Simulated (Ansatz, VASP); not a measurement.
One calculation of GaN, two programs

```
Ga N
1.0
     3.13702    0.00000    0.00000
    -1.56851    2.71674    0.00000
     0.00000    0.00000    5.09618
Ga N
2 2
Direct
  0.66667 0.33333 0.50000
  0.33333 0.66667 0.00000
  0.66667 0.33333 0.87500
  0.33333 0.66667 0.37500
```

Change from the starting cell: volume scaled by 0.96.

Alike in both runs: task single point; functional PBE; k mesh 10 × 10 × 5; occupations fermi-dirac, width 0.05 eV; no spin polarisation.

```csv
,VASP,Ansatz
version,VASP 6.6.1,Ansatz 0.2.0
potentials or method,"VASP PAW PBE potentials, release 64 (Ga_d, N)",Ansatz PAW
plane-wave cutoff (eV),520,420
valence electrons in the cell,36,36
```

```tsv
	VASP	Ansatz	Ansatz less VASP
gap on the k mesh at the Fermi level (eV)	2.25	2.24	-0.011
least direct gap on the mesh (eV)	2.25	2.24	-0.011
pressure (GPa)	16.3	16.4	+0.07
largest component of the traceless stress (GPa)	1.71	1.70	-0.013
rms of the force components (eV/Å)	0.084	0.086	+0.0017
```

Atom by atom the forces differ by 0.002 eV/Å (rms over components).

Caveats: odd divisions of the mesh miss points on the zone boundary, where band edges often lie, so the gap on the mesh can be too wide (Ansatz); the pressure holds a Pulay correction of +0.5 GPa for the finite cutoff (Ansatz).
